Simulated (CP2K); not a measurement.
LiF: band structure with RPBE+D3(BJ)

Crystal: LiF.

```
CELL_PARAMETERS angstrom
2.55953 0.00000 0.00000
0.00000 2.55953 0.00000
0.00000 0.00000 2.55953
ATOMIC_POSITIONS crystal
F 0.50000 0.50000 0.50000
Li 0.00000 0.00000 0.00000
```

Measurements of this composition are mostly on another form, of space group No. 225.

- Program: CP2K 2026.2
- Task: band structure
- Functional: RPBE
- Dispersion: D3(BJ)
- Potentials or basis: POTENTIAL_UZH F GTH-PBE-q7, Li GTH-PBE-q3; TZVP-MOLOPT-PBE-GTH basis
- Density cutoff: 10204 eV
- k mesh: 10 × 10 × 10
- Occupations: gaussian, width 0.1 eV
- Spin: no spin polarisation
- SCF solver: diagonalisation with k points
- Quickstep method: GPW
- EPS_DEFAULT: 1.0E-10
- EPS_SCF: 1.0E-6
- MAX_SCF: 100
- SCF_GUESS: ATOMIC
- k points reduced by the point group: yes
- Mesh centred on Gamma: yes
- CHOLESKY: OFF
- EPS_EIGVAL: 1.0E-7
- MIXING METHOD: BROYDEN_MIXING
- MIXING ALPHA: 0.4
- NBUFFER: 8
- NGRIDS: 5
- Basis sets: F TZVP-MOLOPT-PBE-GTH-q7, Li TZVP-MOLOPT-PBE-GTH-q3
- Potentials: F GTH-PBE-q7 of POTENTIAL_UZH, Li GTH-PBE-q3 of POTENTIAL_UZH
- D3 from the s-dftd3 library (D3_REFERENCE_CODE): yes
- ADDED_MOS: [10]
- Points a segment of the path (NPOINTS): 10
- Bands added on the path: 2
- REL_CUTOFF (Ry): 60 Ry
- MIXING BETA (1/bohr): 1.5 1/bohr
- CUTOFF of the grids: 750 Ry
- Cutoff radius of the dispersion sum (A): 20

| Property | Result |
| --- | --- |
| Pressure | -10.4 GPa |
| Band gap on the k mesh | 1.34 eV, indirect (least direct gap 3.55 eV) |
| Band gap along the path | 1.34 eV, indirect (least direct gap 3.55 eV) |
| Mulliken charges | F -0.78; Li +0.78 e |
| Hirshfeld charges | F -0.21; Li +0.21 e |

Levels at the corners of the path, in eV from the valence-band top:
| point | band 1 | band 2 | band 3 | band 4 | band 5 | band 6 | band 7 | band 8 | band 9 | band 10 |
| --- | --- | --- | --- | --- | --- | --- | --- | --- | --- | --- |
| Γ | -43.18 | -20.78 | -0.65 | -0.65 | -0.65 | 7.75 | 22.15 | 22.15 | 22.15 | 49.56 |
| X | -43.14 | -20.33 | -3.60 | -0.27 | -0.27 | 9.62 | 14.25 | 24.55 | 24.55 | 36.68 |
| M | -43.10 | -19.81 | -3.18 | -3.18 | 0.00 | 13.79 | 14.34 | 14.34 | 25.88 | 27.96 |
| Γ | -43.18 | -20.78 | -0.65 | -0.65 | -0.65 | 7.75 | 22.15 | 22.15 | 22.15 | 49.56 |
| R | -43.09 | -19.39 | -2.21 | -2.21 | -2.21 | 1.34 | 12.62 | 12.62 | 12.62 | 24.86 |
| X | -43.14 | -20.33 | -3.60 | -0.27 | -0.27 | 9.62 | 14.25 | 24.55 | 24.55 | 36.68 |
| M | -43.10 | -19.81 | -3.18 | -3.18 | 0.00 | 13.79 | 14.34 | 14.34 | 25.88 | 27.96 |
| R | -43.09 | -19.39 | -2.21 | -2.21 | -2.21 | 1.34 | 12.62 | 12.62 | 12.62 | 24.86 |

It took 40 s on 1 thread of Intel(R) Xeon(R) Processor @ 2.70GHz, on a shared host, peak memory 0.33 GiB.

Caveat: Mulliken charges move with the basis; the potentials were made for another functional, which shifts forces and pressure; the basis of atomic orbitals isn't converged, which shifts pressures, moduli and gaps.
